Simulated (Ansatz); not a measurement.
Two isomers of C4H8: A = `C=C(C)C`, B = `C=CCC`.

Calculated with Ansatz (gas phase, PBE0-D4/def2-TZVP geometries, no zero-point term in ΔE). CCSD(T)/CBS is the MP2 limit (def2-TZVPP, def2-QZVPP) plus CCSD(T) − MP2 in def2-TZVPP, frozen cores. This one scheme is used for every species. DFT in def2-TZVPP. B3LYP here is the variant with VWN-RPA as its local correlation; programs differ in this. One conformer a species, not always the lowest.

**Question.** Which is lower in electronic energy at CCSD(T)/CBS, and by how much? (An estimate is asked.)

**Answer.** Ansatz gave: A, by 3.5 kcal/mol.

**Question.** Give E(B) − E(A) in kcal/mol with B3LYP-D4, CCSD(T)/def2-SVP, LDA (SPW92), BLYP-D4, ωB97M-V, PBE-D4, PBE0-D4. (Best estimate.)

**Answer.** The calculation gave: B3LYP-D4 3.9, CCSD(T)/def2-SVP 3.4, LDA (SPW92) 5.0, BLYP-D4 4.0, ωB97M-V 3.8, PBE-D4 4.2, PBE0-D4 4.1. None reverses the order clearly.

**Question.** Does the order hold for the free energy at 298.15 K (harmonic terms from PBE0-D4)? (Estimate.)

**Answer.** Computed: Yes: G(B) − G(A) = +3.4 kcal/mol, for one conformer each.

Largest T1 diagnostic: 0.010.

Leaving LDA and LC-ωPBE aside and taking each functional with its dispersion term where it has one, the values, not all of them listed here, spread over 0.8 kcal/mol, from B2PLYP to B97M-V. LDA lies +1.0 kcal/mol from PBE without D4.
